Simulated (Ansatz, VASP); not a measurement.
## Mo in VASP and in Ansatz

```
CELL_PARAMETERS angstrom
-1.58002 1.58002 1.58002
1.58002 -1.58002 1.58002
1.58002 1.58002 -1.58002
ATOMIC_POSITIONS crystal
Mo 0.00000 0.00000 0.00000
```

Alike in both runs: task electric field gradients; functional PBE; k mesh 16 × 16 × 16; occupations fermi-dirac, width 0.03 eV; no spin polarisation.

|  | VASP | Ansatz |
| --- | --- | --- |
| version | VASP 6.6.1 | Ansatz 0.2.0 |
| potentials or method | VASP PAW PBE potentials, release 64 (Mo_sv), cutoff 520 eV | all-electron PAW with datasets made for the crystal, scalar-relativistic |

|  | VASP | Ansatz | Ansatz less VASP |
| --- | --- | --- | --- |
| pressure (GPa) | 0.5 | 0.0 | -0.52 |
| Vzz of the field gradient on the site that differs most (V/Å²) | 0.0 | 0.0 | 0.00 |

Ansatz ran all-electron here, so the differences hold the error of VASP's frozen core and of both bases. Ansatz warned: «gradients_without_spin_orbit».
